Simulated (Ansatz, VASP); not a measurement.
## Two plane-wave programs on SnSe

```
Sn Se
1.0
     0.00000    2.98877    2.98877
     2.98877    0.00000    2.98877
     2.98877    2.98877    0.00000
Sn Se
1 1
Direct
  0.00000 0.00000 0.00000
  0.50000 0.50000 0.50000
```

Alike in both runs: task single point; functional PBE; dispersion D3(BJ); k mesh 10 × 10 × 10; occupations gaussian, width 0.02 eV; no spin polarisation.

|  | VASP | Ansatz |
| --- | --- | --- |
| version | VASP 6.6.1 | Ansatz 0.2.0 |
| potentials or method | VASP PAW PBE potentials, release 64 (Sn_d, Se) | scalar-relativistic, plane waves, PAW |
| plane-wave cutoff (eV) | 520 | 420 |
| valence electrons in the cell | 20 | 30 |

```tsv
	VASP	Ansatz	Ansatz less VASP
gap on the k mesh at the Fermi level (eV)	0.52	0.52	0.000
least direct gap on the mesh (eV)	0.64	0.64	0.000
pressure (GPa)	0.0	0.0	+0.01
```

With one functional, cell and mesh, what is left measures potentials, basis and numerics. The two sets of potentials don't hold the same shells in valence.

Caveats: spin-orbit coupling is left out, which moves the levels of the heavy elements. A k mesh can miss the band edges.
